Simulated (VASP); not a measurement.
# TiPt3 (Pm-3m) in VASP: equation of state

Aim: energy against volume of TiPt3 in PBEsol, for its equilibrium volume and stiffness.

Program: VASP 6.6.1. These are calculated values, not measurements. Logs are shortened: lines on timing, memory, paths and dates and some standing lists are left out, and cuts for length are marked.

## Step 1: Starting point

It takes space group Pm-3m (No. 221, cubic). The conventional cell has a = 3.897 Å, b = 3.897 Å, c = 3.897 Å, α = 90.00°, β = 90.00°, γ = 90.00°. Pt (site symmetry 4/mmm) is surrounded by 8 Pt at 2.76 Å and 4 Ti at 2.76 Å. Ti (site symmetry m-3m) is surrounded by 12 Pt at 2.76 Å.

## Step 2: Equation of state, PBEsol, 13.91 Å³/atom (volume scaled by 0.94)

The input, INCAR:

```
SYSTEM = TiPt3
PREC = Accurate
ENCUT = 520
EDIFF = 1E-7
ISMEAR = -1
SIGMA = 0.05
LREAL = .False.
LASPH = .True.
NELM = 80
ALGO = Normal
ISIF = 2
LWAVE = .False.
LCHARG = .False.
GGA = PS
NBANDS = 29
```

The input, KPOINTS:

```
regular mesh
0
Gamma
  7 7 7
  0 0 0
```

The input, POSCAR:

```
TiPt3
1.0
    3.8174470657      0.0000000000      0.0000000000
    0.0000000000      3.8174470657      0.0000000000
    0.0000000000      0.0000000000      3.8174470657
Pt Ti
3 1
Direct
    0.5000000000      0.5000000000      0.0000000000
    0.5000000000      0.0000000000      0.5000000000
    0.0000000000      0.5000000000      0.5000000000
    0.0000000000      0.0000000000      0.0000000000
```

Potentials or basis: VASP PAW PBE potentials, release 64 (Pt, Ti_sv).

Run with:

```bash
cat potpaw_PBE.64/Pt/POTCAR potpaw_PBE.64/Ti_sv/POTCAR > POTCAR
mpirun -np 1 vasp_std > vasp.out
```

OUTCAR:

```text
SYSTEM = TiPt3
   PREC = Accurate
   ENCUT = 520
   EDIFF = 1E-7
   ISMEAR = -1
   LREAL = .False.
   LASPH = .True.
   NELM = 80
   ISIF = 2
   GGA = PS

 Found     20 irreducible k-points:

 Following reciprocal coordinates:
            Coordinates               Weight
  0.000000  0.000000  0.000000      1.000000
  0.142857  0.000000  0.000000      6.000000
  0.285714  0.000000  0.000000      6.000000
  0.428571  0.000000  0.000000      6.000000
  0.142857  0.142857  0.000000     12.000000
  0.285714  0.142857  0.000000     24.000000
   k-points           NKPTS =     20   k-points in BZ     NKDIM =     20   number of bands    NBANDS=     29
   number of dos      NEDOS =    301   number of ions     NIONS =      4
   total plane-waves  NPLWV =  21952
   dimension x,y,z NGX =    28 NGY =   28 NGZ =   28
   dimension x,y,z NGXF=    56 NGYF=   56 NGZF=   56
   ions per type =               3   1
   NGX,Y,Z   is equivalent  to a cutoff of  12.19, 12.19, 12.19 a.u.
   NGXF,Y,Z  is equivalent  to a cutoff of  24.39, 24.39, 24.39 a.u.
 SYSTEM =  TiPt3
   PREC   = accura    normal or accurate (medium, high low for compatibility)
   ISTART =      0    job   : 0-new  1-cont  2-samecut
   ICHARG =      2    charge: 1-file 2-atom 10-const
   ISPIN  =      1    spin polarized calculation?
   LNONCOLLINEAR =      F non collinear calculations
   LSORBIT =      F    spin-orbit coupling
   LASPH  =      T    aspherical Exc in radial PAW
   ENCUT  =  520.0 eV  38.22 Ry    6.18 a.u.   7.10  7.10  7.10*2*pi/ulx,y,z
   NELM   =     80;   NELMIN=  2; NELMDL= -5     # of ELM steps
   EDIFF  = 0.1E-06   stopping-criterion for ELM
   LREAL  =      F    real-space projection
   EDIFFG = 0.1E-05   stopping-criterion for IOM
   NSW    =      0    number of steps for IOM
   IBRION =     -1    ionic relax: 0-MD 1-quasi-New 2-CG
   NFREE  =      0    steps in history (QN), initial steepest desc. (CG)
   ISIF   =      2    stress and relaxation
   ISYM   =      2    0-nonsym 1-usesym 2-fastsym
   POTIM  = 0.5000    time-step for ionic-motion
   TEBEG  =    0.0;   TEEND  =   0.0 temperature during run
   PSTRESS=    0.0 pullay stress
   NELECT =      42.0000    total number of electrons
   NUPDOWN=      -1.0000    fix difference up-down
   EMIN   =  10.00;   EMAX   =-10.00  energy-range for DOS
   EFERMI =   0.00;   METHOD = LEGACY
   ISMEAR =    -1;   SIGMA  =   0.05  broadening in eV -4-tet -1-fermi 0-gaus
   EFERMI_NEDOS =   21; number of points for ismear=-14 and -15
   IALGO  =     38    algorithm
   IMIX   =      4    mixing-type and parameters
     AMIX     =   0.40;   BMIX     =  1.00
     AMIX_MAG =   1.60;   BMIX_MAG =  1.00
  volume/ion in A,a.u.               =      13.91        93.85
  Fermi-wavevector in a.u.,A,eV,Ry     =   1.490682  2.816980 30.233938  2.222132
  Thomas-Fermi vector in A             =   2.603433
   LORBIT       =      0    0 simple, 1 ext, 2 COOP (PROOUT), +10 PAW based schemes
   GGA     = PS    functional components
   LHFCALC =     F    Hartree Fock is set to
   AEXX    =    0.0000 exact exchange contribution
   IVDW    =     0    specifies the selected vdW correction
   LEPSILON=     F    determine dielectric tensor
   LRPA    =     F    only Hartree local field effects (RPA)
 non-spin polarized calculation
  energy-cutoff  :      520.00
  volume of cell :       55.63
 maximum number of plane-waves:      1508
   NGX = 15   NGY = 15   NGZ = 15

 number of electron      41.9999997 magnetization

 Free energy of the ion-electron system (eV)
  ---------------------------------------------------
  ext. energy  EPLUGINS =         0.00000000
  ---------------------------------------------------
  free energy    TOTEN  =       -32.54932842 eV

  energy without entropy =      -32.53623167  energy(sigma->0) =      -32.54278005

 E-fermi :  12.9016     XC(G=0): -13.7839

 val. band max:       12.7163078316   @ k =   0.4286   0.0000   0.0000
 cond. band min:      12.9320184560   @ k =   0.4286   0.1429   0.1429
 fundamental gap:      0.2157106243
 Fermi energy:        12.9016253335

 k-point     1 :       0.0000    0.0000    0.0000
  band No.  band energies     occupation
      1     -44.9812      2.00000
      2     -21.3276      2.00000
      3     -21.3276      2.00000
      4     -21.3276      2.00000
      5       1.9403      2.00000
      6       4.7134      2.00000
[... 21 lines left out ...]
     28      15.1381      0.00000
     29      21.9552      0.00000

 k-point     2 :       0.1429    0.0000    0.0000
  band No.  band energies     occupation
      1     -44.9807      2.00000
      2     -21.3354      2.00000
      3     -21.3290      2.00000
      4     -21.3290      2.00000
      5       2.2277      2.00000
      6       4.9003      2.00000
[... 21 lines left out ...]
     28      16.3907      0.00000
     29      21.3946      0.00000

 k-point     3 :       0.2857    0.0000    0.0000
  band No.  band energies     occupation
      1     -44.9794      2.00000
      2     -21.3530      2.00000
      3     -21.3320      2.00000
      4     -21.3320      2.00000
      5       3.0286      2.00000
      6       5.3649      2.00000
[... 21 lines left out ...]
     28      18.3995      0.00000
     29      20.5803      0.00000

 k-point     4 :       0.4286    0.0000    0.0000
  band No.  band energies     occupation
      1     -44.9784      2.00000
      2     -21.3670      2.00000
      3     -21.3345      2.00000
      4     -21.3345      2.00000
      5       4.0297      2.00000
      6       5.5516      2.00000
[... 21 lines left out ...]
     28      20.3499      0.00000
     29      20.3499      0.00000

 k-point     5 :       0.1429    0.1429    0.0000
  band No.  band energies     occupation
      1     -44.9802      2.00000
      2     -21.3389      2.00000
      3     -21.3333      2.00000
      4     -21.3303      2.00000
      5       2.5032      2.00000
      6       5.0830      2.00000
[... 21 lines left out ...]
     28      17.3358      0.00000
     29      21.1047      0.00000

 k-point     6 :       0.2857    0.1429    0.0000
  band No.  band energies     occupation
      1     -44.9791      2.00000
      2     -21.3529      2.00000
      3     -21.3368      2.00000
      4     -21.3333      2.00000
      5       3.2731      2.00000
      6       5.5546      2.00000
[... 21 lines left out ...]
     28      19.1151      0.00000
     29      20.1115      0.00000

 [... further k-points ...]
[... 5 lines left out ...]
  --------------------------------------------------------------------------------------
  -------------------------------------------------------------------------------------
  Total        6.7888886      6.7888886      6.7888886      0.0000000      0.0000000      0.0000000
  in kB      195.5195529    195.5195529    195.5195529      0.0000000      0.0000000      0.0000000
  external PRESSURE =     195.5195529 kB  Pullay stress =       0.0000000 kB

 VOLUME and BASIS-vectors are now :
 -----------------------------------------------------------------------------
  energy-cutoff  :      520.00
  volume of cell :       55.63
      direct lattice vectors                 reciprocal lattice vectors
     3.817447066  0.000000000  0.000000000     0.261955171  0.000000000  0.000000000
     0.000000000  3.817447066  0.000000000     0.000000000  0.261955171  0.000000000
     0.000000000  0.000000000  3.817447066     0.000000000  0.000000000  0.261955171

 POSITION                                       TOTAL-FORCE (eV/Angst)
 -----------------------------------------------------------------------------------
      1.90872      1.90872      0.00000         0.000000      0.000000      0.000000
      1.90872      0.00000      1.90872         0.000000      0.000000      0.000000
      0.00000      1.90872      1.90872         0.000000      0.000000      0.000000
      0.00000      0.00000      0.00000         0.000000      0.000000      0.000000
 -----------------------------------------------------------------------------------
    total drift:                                0.000000      0.000000      0.000000

  FREE ENERGIE OF THE ION-ELECTRON SYSTEM (eV)
  ---------------------------------------------------
  free  energy   TOTEN  =       -32.5493284244 eV

  energy  without entropy=      -32.5362316743  energy(sigma->0) =      -32.54278005
```

Wall time 30 s (1 thread of Intel Xeon Platinum 8488C (Sapphire Rapids), shared host); peak memory 0.17 GiB.

Results:

```yaml
Free_energy: -32.5493 eV
Pressure: 19.6 GPa
Band_gap_on_the_k_mesh: none (metal or under the smearing width)
```

Caveat: the PAW data sets were made with another functional, which shifts forces and pressure a little.

## Step 3: Equation of state, PBEsol, 14.20 Å³/atom (volume scaled by 0.96)

INCAR is that of step 2.

KPOINTS is that of step 2.

The input, POSCAR:

```
TiPt3
1.0
    3.8443313815      0.0000000000      0.0000000000
    0.0000000000      3.8443313815      0.0000000000
    0.0000000000      0.0000000000      3.8443313815
Pt Ti
3 1
Direct
    0.5000000000      0.5000000000      0.0000000000
    0.5000000000      0.0000000000      0.5000000000
    0.0000000000      0.5000000000      0.5000000000
    0.0000000000      0.0000000000      0.0000000000
```

Potentials or basis: VASP PAW PBE potentials, release 64 (Pt, Ti_sv).

Run with:

```bash
cat potpaw_PBE.64/Pt/POTCAR potpaw_PBE.64/Ti_sv/POTCAR > POTCAR
mpirun -np 1 vasp_std > vasp.out
```

Wall time 42 s (1 thread of Intel Xeon Platinum 8488C (Sapphire Rapids), shared host); peak memory 0.18 GiB.

It converged, with:

```yaml
Free_energy: -32.6675 eV
Pressure: 12.3 GPa
Band_gap_on_the_k_mesh: none (metal or under the smearing width)
```

Caveat: the PAW data sets were made with another functional, which shifts forces and pressure a little.

## Step 4: Equation of state, PBEsol, 14.50 Å³/atom (volume scaled by 0.98)

INCAR is that of step 3.

KPOINTS is that of step 3.

The input, POSCAR:

```
TiPt3
1.0
    3.8708448495      0.0000000000      0.0000000000
    0.0000000000      3.8708448495      0.0000000000
    0.0000000000      0.0000000000      3.8708448495
Pt Ti
3 1
Direct
    0.5000000000      0.5000000000      0.0000000000
    0.5000000000      0.0000000000      0.5000000000
    0.0000000000      0.5000000000      0.5000000000
    0.0000000000      0.0000000000      0.0000000000
```

Run with:

```bash
cat potpaw_PBE.64/Pt/POTCAR potpaw_PBE.64/Ti_sv/POTCAR > POTCAR
mpirun -np 1 vasp_std > vasp.out
```

It took 41 s on 1 thread of Intel Xeon Platinum 8488C (Sapphire Rapids), shared host; peak memory 0.18 GiB.

It converged, with:

```yaml
Free_energy: -32.7353 eV
Pressure: 5.9 GPa
Band_gap_on_the_k_mesh: none (metal or under the smearing width)
```

Caveat: the PAW data sets were made with another functional, which shifts forces and pressure a little.

## Step 5: Equation of state, PBEsol, 15.09 Å³/atom (volume scaled by 1.02)

INCAR is that of step 4.

KPOINTS is that of step 4.

The input, POSCAR:

```
TiPt3
1.0
    3.9228086992      0.0000000000      0.0000000000
    0.0000000000      3.9228086992      0.0000000000
    0.0000000000      0.0000000000      3.9228086992
Pt Ti
3 1
Direct
    0.5000000000      0.5000000000      0.0000000000
    0.5000000000      0.0000000000      0.5000000000
    0.0000000000      0.5000000000      0.5000000000
    0.0000000000      0.0000000000      0.0000000000
```

Run with:

```bash
cat potpaw_PBE.64/Pt/POTCAR potpaw_PBE.64/Ti_sv/POTCAR > POTCAR
mpirun -np 1 vasp_std > vasp.out
```

It took 41 s on 1 thread of Intel Xeon Platinum 8488C (Sapphire Rapids), shared host; peak memory 0.18 GiB.

The run converged. Its results:

| Item | Value |
| --- | --- |
| Free energy | -32.7417 eV |
| Pressure | -4.8 GPa |
| Band gap on the k mesh | none (metal or under the smearing width) |

Caveat: the PAW data sets were made with another functional, which shifts forces and pressure a little.

## Step 6: Equation of state, PBEsol, 15.39 Å³/atom (volume scaled by 1.04)

INCAR is that of step 5.

KPOINTS is that of step 5.

The input, POSCAR:

```
TiPt3
1.0
    3.9482821967      0.0000000000      0.0000000000
    0.0000000000      3.9482821967      0.0000000000
    0.0000000000      0.0000000000      3.9482821967
Pt Ti
3 1
Direct
    0.5000000000      0.5000000000      0.0000000000
    0.5000000000      0.0000000000      0.5000000000
    0.0000000000      0.5000000000      0.5000000000
    0.0000000000      0.0000000000      0.0000000000
```

Potentials or basis: VASP PAW PBE potentials, release 64 (Pt, Ti_sv).

Run with:

```bash
cat potpaw_PBE.64/Pt/POTCAR potpaw_PBE.64/Ti_sv/POTCAR > POTCAR
mpirun -np 1 vasp_std > vasp.out
```

Run time: 39 s. Hardware: 1 thread of Intel Xeon Platinum 8488C (Sapphire Rapids), shared host; peak memory 0.18 GiB.

Results (log left out):

| Item | Value |
| --- | --- |
| Free energy | -32.6900 eV |
| Pressure | -9.3 GPa |
| Band gap on the k mesh | none (metal or under the smearing width) |

Caveat: the PAW data sets were made with another functional, which shifts forces and pressure a little.

## Step 7: Equation of state, PBEsol, 15.68 Å³/atom (volume scaled by 1.06)

INCAR is that of step 6.

KPOINTS is that of step 6.

The input, POSCAR:

```
TiPt3
1.0
    3.9734311690      0.0000000000      0.0000000000
    0.0000000000      3.9734311690      0.0000000000
    0.0000000000      0.0000000000      3.9734311690
Pt Ti
3 1
Direct
    0.5000000000      0.5000000000      0.0000000000
    0.5000000000      0.0000000000      0.5000000000
    0.0000000000      0.5000000000      0.5000000000
    0.0000000000      0.0000000000      0.0000000000
```

Run with:

```bash
cat potpaw_PBE.64/Pt/POTCAR potpaw_PBE.64/Ti_sv/POTCAR > POTCAR
mpirun -np 1 vasp_std > vasp.out
```

Run time: 44 s. Hardware: 1 thread of Intel Xeon Platinum 8488C (Sapphire Rapids), shared host; peak memory 0.18 GiB.

Results (log left out):

```yaml
Free_energy: -32.6072 eV
Pressure: -13.3 GPa
Band_gap_on_the_k_mesh: none (metal or under the smearing width)
```

Caveat: the PAW data sets were made with another functional, which shifts forces and pressure a little.

## Step 8: Equation of state, PBEsol

No new run: the results of the series are fitted here.

What came out:

```
Equilibrium volume                      : 14.81 Å³/atom
Bulk modulus                            : 266 GPa
Pressure derivative of the bulk modulus : 5.0
```

Energy against volume, from the lowest point:
```csv
volume (Å³/atom),energy (meV/atom)
13.908,52.25
14.204,22.71
14.500,5.75
14.796,0.00
15.091,4.14
15.387,17.08
15.683,37.78
```

Caveat: the PAW data sets were made with another functional, which shifts forces and pressure a little. The run has no spin-orbit coupling, so splittings on Pt are missing.
